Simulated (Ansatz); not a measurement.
Write a Python script for Ansatz 0.2.0 through its Python package that makes a breakdown of dispersion, smearing and cutoff terms of Si, space group P6/mmm. Settings (first run): RPBE, PAW, cutoff 420 eV, 14×14×13 k-points, Fermi-Dirac smearing of 0.1 eV, D4 dispersion.

```
Si
1.0
     2.52700    0.00000    0.00000
    -1.26350    2.18845    0.00000
     0.00000    0.00000    2.37300
Si
1
Direct
  0.00000 0.00000 0.00000
```

The script, `terms_si.py`:
```python
import ansatz as az


def main() -> None:
    xtal = (
        az.Lattice.from_parameters(2.527, 2.527, 2.373, alpha=90, beta=90, gamma=120)
        .space_group(191)
        .atom("Si", (0.0, 0.0, 0.0))
    )

    setup = (
        xtal.calculation()
        .kpoints(14, 14, 13)
        .occupations(az.OccupationsMethod.FERMI_DIRAC, width=0.1)
    )
    with_term = setup.functional("rpbe", dispersion="d4").basis(420).cutoff_correction(570).run(threads=1, pin="off").report
    without = setup.functional("rpbe").basis(420).run(threads=1, pin="off").report
    finer = setup.functional("rpbe").basis(570).run(threads=1, pin="off").report
    removed = az.free_energy_without(with_term, az.EnergyTerm.DISPERSION)
    print(f"dispersion term            {with_term['components']['e_disp']:.5f} eV")
    print(f"F less dispersion          {removed:.5f} eV, run without it {without['free_energy_ev']:.5f} eV")
    print(f"F less smearing term       {az.free_energy_without(without, az.EnergyTerm.SMEARING):.5f} eV")
    print(f"estimated gain to 570 eV   {with_term['cutoff_correction']['energy_ev']:.5f} eV, found {finer['free_energy_ev'] - without['free_energy_ev']:.5f} eV")


if __name__ == "__main__":
    main()
```

```console
$ python terms_si.py
dispersion term            -1.01196 eV
F less dispersion          -638.43582 eV, run without it -638.43582 eV
F less smearing term       -638.42432 eV
estimated gain to 570 eV   -0.00021 eV, found -0.00021 eV
```

Notes:
- Total energies depend on the potentials; only differences at equal settings carry meaning. A total without «per atom» is that of the whole cell that was run.
- Dispersion corrections can be off by several per cent in the lattices of metals, and by several GPa in the pressure at a fixed cell.
- For a metal this k-point mesh is coarse: on a finer one energies can move by several to tens of meV an atom and pressures by half a GPa or more, differences at one mesh by less.
- This isn't the structure that Si takes at ambient conditions.
- The whole script took 3.8 s on 1 thread of Arm Neoverse V1, on a shared host, peak memory 0.34 GiB.
